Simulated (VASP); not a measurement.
ZrS2: relaxation of cell and atoms with PBE

The system is ZrS2, a sheet with vacuum.

```
CELL_PARAMETERS angstrom
3.67000 0.00000 0.00000
-1.83500 3.17831 0.00000
0.00000 0.00000 18.90000
ATOMIC_POSITIONS crystal
S 0.33333 0.66667 0.42328
S 0.66667 0.33333 0.57672
Zr 0.00000 0.00000 0.50000
```

The cell was built by a generator and needn't be a form met in nature.

* Program: VASP 6.6.1
* Task: relaxation of cell and atoms
* Functional: PBE
* Potentials or basis: VASP PAW PBE potentials, release 64 (S, Zr_sv)
* Cutoff: 600 eV
* k mesh: 12 × 12 × 1
* Occupations: gaussian, width 0.03 eV
* Spin: no spin polarisation
* Dipole correction: no
* Further INCAR settings: ALGO = Fast; EDIFF = 1e-07; IBRION = 2; EDIFFG = -0.005; NSW = 40; ISIF = 3

The relaxed volume is 74.04 Å³/atom. The relaxed cell is a = 3.684 Å, b = 3.684 Å, c = 18.900 Å, α = 90.00°, β = 90.00°, γ = 120.00°, the space group after relaxing (to 0.05 Å) is P-3m1 (No. 164) and the energy gained by relaxing is 0.4 meV/atom. The ionic steps are 6 and the band gap on the k mesh is 1.19 eV, indirect (least direct gap 1.70 eV).

Forces in eV/Å, atoms in the order of the input:
```
S    0.000  0.000 -0.003
S    0.000  0.000  0.003
Zr   0.000  0.000  0.000
```

Step by step:
| step | energy change (eV) | largest force (eV/Å) | pressure (GPa) | volume (Å³) |
| --- | --- | --- | --- | --- |
| 1 | 0.0000 | 0.0651 | 0.22 | 220.46 |
| 2 | -0.0005 | 0.0798 | -0.19 | 223.04 |
| 3 | -0.0013 | 0.0156 | -0.01 | 221.89 |
| 4 | -0.0013 | 0.0141 | 0.00 | 221.86 |
| 5 | -0.0013 | 0.0097 | 0.00 | 221.93 |
| 6 | -0.0013 | 0.0030 | 0.00 | 222.13 |

Final structure:
```
CELL_PARAMETERS angstrom
3.68390 0.00000 0.00000
-1.84195 3.19035 0.00000
0.00000 0.00000 18.90000
ATOMIC_POSITIONS crystal
S 0.33333 0.66667 0.42333
S 0.66667 0.33333 0.57667
Zr 0.00000 0.00000 0.50000
```

Levels at points of the mesh, in eV from the valence-band top:
```csv
k point,band 9,band 10,band 11,band 12,band 13,band 14,band 15,band 16
"(0.00, 0.00, 0.00)",-2.59,-0.79,0.00,0.00,1.70,1.70,2.63,5.23
"(0.50, 0.00, 0.00)",-2.36,-2.18,-1.12,-0.92,1.19,3.37,3.65,5.58
```

It took 6.2 min on 2 MPI ranks on Intel(R) Xeon(R) Platinum 8488C (Sapphire Rapids), with other jobs on the host, peak memory 0.44 GiB a rank.
